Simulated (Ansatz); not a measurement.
# Bi (Im-3m) in Ansatz: single point with LDA

Aim: the single point of Bi with LDA.

Program: Ansatz 0.2.0. These are calculated values, not measurements. Logs are shortened: lines on timing, memory, paths and dates and some standing lists are left out, and cuts for length are marked.

**1. The cell of the first run**

The structure is cubic, space group Im-3m (No. 229). Conventional cell: a = 4.152 Å, b = 4.152 Å, c = 4.152 Å, α = 90.00°, β = 90.00°, γ = 90.00°. Bi (site symmetry m-3m) has 8 Bi at 3.60 Å as nearest neighbours.

This isn't the form of Bi at room conditions, which is rhombohedral.

**2. Single point, LDA, spin-orbit coupling, no magnetisation (volume scaled by 1.15)**

input.yaml

```yaml
crystal:
  lattice:
    - [-2.07592407, 2.07592407, 2.07592407]
    - [2.07592407, -2.07592407, 2.07592407]
    - [2.07592407, 2.07592407, -2.07592407]
  atoms:
    - { symbol: Bi, position: [0.0, 0.0, 0.0] }
hamiltonian:
  xc: lda
  pseudopotentials: { kind: paw_fr }
magnetization:
  noncollinear: true
  spin_orbit: true
kpoints:
  mp_grid: { grid: [7, 7, 7] }
scf:
  occupations: { method: gaussian, width: 0.05 }
output:
  forces: true
  stress: true
  eigenvalues: true
```

Potentials or basis: Ansatz PAW.

Started as:

```sh
> ansatz run input.yaml --threads 2 --pin off --max-ram 5632MiB --backend cpu --events-out ev --progress --plain --runs-dir out
```

Output:

```text
Warning: RAYON_NUM_THREADS=2 ignored (pool sized by the plan → 2); use --threads N
Engine: ansatz 0.2.0, x86_64-unknown-linux-gnu
Pseudopotentials: kind: paw_fr
Pseudopotential: Bi, paw_fr, valence charge 15, recommended cutoff 420 eV (normal), Bi.paw.azcp#standard-fr
Functional definition: SPW92
  exchange = slater_x
  correlation = pw_c
non-collinear run that drives no moment, with spin-orbit: no starting moment large enough to seed its density (crystal.atoms[].spin), no starting occupations that ask for one, no magnetisation constraint and no magnetic field, so the semilocal B_xc is pinned to zero
Crystal: 1 atoms, lattice volume = 35.784 Å³
Basis set: ecut = 420 eV, 683 PW (Γ)
Bands: 24, of which v1, the nominal top of the filled ones, is band 15 counted from 1 (14 counted from 0)
Symmetry: 48 space group operations + 48 with time reversal
Magnetic group: BNS 229.141 (UNI 1643), of the structure as read, at distance tolerance 3.3e-5 Å
k-points: 20 of 343
Projection manifold: j_resolved (fully-relativistic pseudo-atomic orbitals)
Non-local potential: Bi, projectors of the file, l = 0: 2, l = 1: 4, l = 2: 4, l = 3: 4
PAW form: soft (Blöchl's): semilocal exchange-correlation on the pseudo side does not see the compensation charge
PAW frozen core: Bi, regenerated for the run's functional, and the local potential with it (the file was generated under x = pbe(κ = 0.804, μ = 0.2195149727645171), c = pbe(β = 0.06672455060314922))
PAW one-centre angular grid: Bi, 590 points (default); XC on 64 Gauss nodes
Initial density: superposition of atomic densities (chi_scale 0.1, normalization cell)
Initial wavefunctions: pseudopotential atomic-orbital guess
Functional: x = slater, c = lda
iter 1 solved again at ethr=3.09e-5 eV; its pass at ethr=3.10e-3 eV (dr2=4.64e-3 eV) is discarded
SCF iter   1: F=—  HF=-12125.544718 eV  |F-HF|=—  |Δ(HF+E_count)|=         —  Δρ=4.12e-3  dr2=5.94e-3  dr2_m=0.00e0 (ungated)  ethr=3.09e-5  |M|=0.00e0 ∫|m|=0.00e0 μB  |m|>n=0.0e0 m-floor=0.0e0 τ_xc=0.0e0  β_m=0.30  ⟨swp⟩=2.0  Hψ=1895  notcnv=0
eigensolver tolerance schedule calibrated: the retry pair's looser diagonalisation under-reported the residual by θ = 0.22 (0.11/decade); ethr = c·dr2/N_el runs at the constant in force after the calibration composes with the one it found (an armed cap, an earlier calibration), c = 8.3e-2
preconditioner: auto → none  [insulator: Δε(μ)=0.185 eV  Ē_g=12.018 eV  σ=0.050 eV  W_gap=0.75  n_scr=12 (ndim 8)  ℏωp=13.9 eV  f_vac=0.000  D(μ)=0.31/eV (n_scr^D=0)  ε∞_Penn≈2.3]
SCF iter   2: F=—  HF=-12125.543429 eV  |F-HF|=—  |Δ(HF+E_count)|=   1.29e-3  Δρ=2.38e-3  dr2=1.69e-3  dr2_m=0.00e0 (ungated)  ethr=3.09e-5  |M|=0.00e0 ∫|m|=0.00e0 μB  |m|>n=0.0e0 m-floor=0.0e0 τ_xc=0.0e0  β_m=0.47  ⟨swp⟩=2.2  Hψ=394  notcnv=0
SCF iter   3: F=—  HF=-12125.543734 eV  |F-HF|=—  |Δ(HF+E_count)|=   3.05e-4  Δρ=7.14e-4  dr2=1.15e-4  dr2_m=0.00e0 (ungated)  ethr=9.36e-6  |M|=0.00e0 ∫|m|=0.00e0 μB  |m|>n=0.0e0 m-floor=0.0e0 τ_xc=0.0e0  β_m=0.65  ⟨swp⟩=2.0  Hψ=377  notcnv=0
SCF iter   4: F=—  HF=-12125.543813 eV  |F-HF|=—  |Δ(HF+E_count)|=   7.82e-5  Δρ=1.91e-5  dr2=1.03e-7  dr2_m=0.00e0 (ungated)  ethr=5.54e-10  |M|=0.00e0 ∫|m|=0.00e0 μB  |m|>n=0.0e0 m-floor=0.0e0 τ_xc=0.0e0  β_m=0.78  ⟨swp⟩=7.1  Hψ=1461  notcnv=0
SCF iter   5: F=-12125.543813 eV  HF=-12125.543813 eV  |F-HF|=7.40e-10  |Δ(HF+E_count)|=   3.15e-8  Δρ=3.53e-6  dr2=1.23e-9  dr2_m=0.00e0 (ungated)  ethr=5.54e-10  |M|=0.00e0 ∫|m|=0.00e0 μB  |m|>n=0.0e0 m-floor=0.0e0 τ_xc=0.0e0  ⟨swp⟩=4.8  Hψ=701  notcnv=0
SCF 1 converged in 5 iterations: F = -12125.543813 eV  dr2 = 1.23e-9
SCF converged after 5 iterations
Magnetization: |M| = 0.0000 μB,  M = (+0.0000, +0.0000, +0.0000) μB
Absolute magnetization: 0.0000 μB (∫|m|)
  site 0: m = (+0.0000, +0.0000, +0.0000) μB, |m| = 0.0000 μB  (R = 1.48 Å)
Free energy (F): -12125.543813 eV
Harris-Foulkes:  -12125.543813 eV  (|F-HF|=7.40e-10)
Internal energy: -12125.543420 eV  (E = F + TS)
E sigma→0 (E₀):  -12125.543616 eV
Entropy (-TS):   -0.000393 eV (-0.393 meV/atom)
Fermi energy:    9.337899 eV
--- Per-component energies (eV) ---
  E_band       = -113.217088
  E_kinetic    = 303.201892
  E_local      = -1513.079954  (includes V_loc(G=0)·N_el)
  E_nonlocal   = 564.945093
  E_hartree    = 483.337312
  E_xc         = -150.148316
  E_vxc        = -143.925365  (∫ρ·V_xc dr)
  E_paw        = -10393.875794  (= ΣΔE_a)
  E_vpaw       = -291.033010  (= ΣTr[D̂ρ^β])
  E_aug_tail   = -0.000466  (compensation charges beyond the density's cutoff)
  E_ewald      = -1419.949103
  E_core_change = 0.025915  (= ΣΔE_core)
  E_smearing   = -0.000393  (= −TS)
  E_closure    = 0.000000  (closes the sum)
  Σ components = -12125.543813   (vs F -12125.543813, Δ=0.00e0)
--- Forces (eV/Å), atoms counted from 1 ---
  atom   1  Bi     0.00000000    -0.00000000     0.00000000
  max |Σ_I F_I| component: 7.36e-30 eV/Å
--- Stress (GPa, compression-positive) ---
       -6.101346       0.000000       0.000000
       -0.000000      -6.101346      -0.000000
       -0.000000      -0.000000      -6.101346
  P = ⅓ Tr σ = -6.1013 GPa (-61.013 kbar)
--- Band table (eV; the first three rows and the last of 20) ---
  k-point 0: bands = ["-15.0014", "-15.0014", "-15.0014", "-15.0014", "-12.0364", "-12.0364", "-11.9774", "-11.9774", "-11.9774", "-11.9774", "-3.2878", "-3.2878", "10.8684", "10.8684", "14.4823", "14.4823", "14.4823", "14.4823", "16.9131", "16.9131", "19.7528", "19.7528", "19.7556", "19.7556"]
  k-point 1: bands = ["-15.0001", "-15.0001", "-14.9948", "-14.9948", "-12.0258", "-12.0258", "-11.9816", "-11.9816", "-11.9684", "-11.9684", "-2.9833", "-2.9833", "9.8661", "9.8661", "12.5395", "12.5395", "13.9467", "13.9467", "17.2493", "17.2493", "18.3104", "18.3104", "19.2029", "19.2029"]
  k-point 2: bands = ["-14.9974", "-14.9974", "-14.9803", "-14.9803", "-12.0122", "-12.0122", "-11.9836", "-11.9836", "-11.9447", "-11.9447", "-2.1381", "-2.1381", "7.3016", "7.3016", "10.9775", "10.9775", "13.1238", "13.1238", "15.7405", "15.7405", "17.2310", "17.2310", "19.6592", "19.6592"]
  k-point 19: bands = ["-14.9696", "-14.9696", "-14.9687", "-14.9687", "-11.9805", "-11.9805", "-11.9780", "-11.9780", "-11.9005", "-11.9005", "0.3867", "0.3867", "6.3582", "6.3582", "8.2248", "8.2248", "8.5541", "8.5541", "13.1895", "13.1895", "14.0168", "14.0168", "23.7024", "23.7024"]
```

It took 8.1 s on 2 threads of Intel Xeon at 2.50GHz (Skylake/Cascade Lake), shared host; peak memory 0.37 GiB.

What came out:

```yaml
Free_energy: -12125.5438 eV
Pressure: -6.1 GPa
Band_gap_on_the_k_mesh: none (metal or under the smearing width)
```

Caveat: the PAW data sets come from PBE, with cores solved anew for the run's functional, which leaves a small shift of forces and pressure.
